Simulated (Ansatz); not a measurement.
**SiC (Moissanite): band structure with LDA**

SiC (Moissanite):

```
Si C
1.0
     3.07600    0.00000    0.00000
    -1.53800    2.66389    0.00000
     0.00000    0.00000    5.04800
Si C
2 2
Direct
  0.66667 0.33333 0.50000
  0.33333 0.66667 0.00000
  0.66667 0.33333 0.88500
  0.33333 0.66667 0.38500
```

| Property | Result |
| --- | --- |
| Program | Ansatz 0.2.0 |
| Task | band structure |
| Functional | LDA |
| Potentials or basis | Ansatz PAW |
| Cutoff | 420 eV (not typed: the program's choice for these potentials) |
| k mesh | 10 × 10 × 5 |
| Occupations | fermi-dirac, width 0.05 eV |
| Spin | no spin polarisation |
| Path | [["G", "M", "K", "G", "A", "L", "H", "A"], ["L", "M"], ["K", "H"]] |
| Points for each segment of the path | 14 |

| Property | Result |
| --- | --- |
| Pressure | -4.0 GPa |
| Largest force | 0.733 eV/Å |
| Band gap on the k mesh | 2.37 eV, indirect (least direct gap 3.98 eV) |
| Band gap along the path | 2.21 eV, indirect (least direct gap 3.98 eV) |

Forces in eV/Å, atoms in the order of the input:
```
Si   0.000  0.000  0.733
Si   0.000  0.000  0.733
C    0.000  0.000 -0.733
C    0.000  0.000 -0.733
```

Stress tensor (GPa, compression positive):
```
-2.57  0.00  0.00
 0.00 -2.57  0.00
 0.00  0.00 -6.80
```

Levels at the corners of the path, in eV from the valence-band top:
```tsv
point	band 5	band 6	band 7	band 8	band 9	band 10	band 11	band 12
Γ	-1.55	-0.27	-0.27	0.00	4.58	6.02	6.40	6.40
M	-5.44	-3.54	-3.28	-1.49	2.50	4.12	6.66	7.13
K	-6.48	-4.13	-4.05	-4.05	2.21	7.85	8.54	8.54
Γ	-1.55	-0.27	-0.27	0.00	4.58	6.02	6.40	6.40
A	-0.96	-0.96	-0.96	-0.96	5.64	5.64	7.08	7.08
L	-2.69	-2.69	-2.34	-2.34	3.10	3.10	4.90	4.90
H	-5.88	-5.88	-1.75	-1.75	4.76	4.76	5.86	5.86
A	-0.96	-0.96	-0.96	-0.96	5.64	5.64	7.08	7.08
L	-2.69	-2.69	-2.34	-2.34	3.10	3.10	4.90	4.90
M	-5.44	-3.54	-3.28	-1.49	2.50	4.12	6.66	7.13
K	-6.48	-4.13	-4.05	-4.05	2.21	7.85	8.54	8.54
H	-5.88	-5.88	-1.75	-1.75	4.76	4.76	5.86	5.86
```

It took 6.9 s on 2 threads of Intel(R) Xeon(R) Processor @ 2.50GHz (Skylake/Cascade Lake), with other jobs on the host, peak memory 0.36 GiB.

Caveat: the k mesh misses the band edges, so the gap on the mesh is wider than the one along the path; the pressure holds a Pulay correction of +0.4 GPa for the finite cutoff; the PAW data sets come from PBE, with cores solved anew for the run's functional, which leaves a small shift of forces and pressure. Expect the measured gap to be larger: semilocal functionals such as LDA lack the derivative discontinuity.
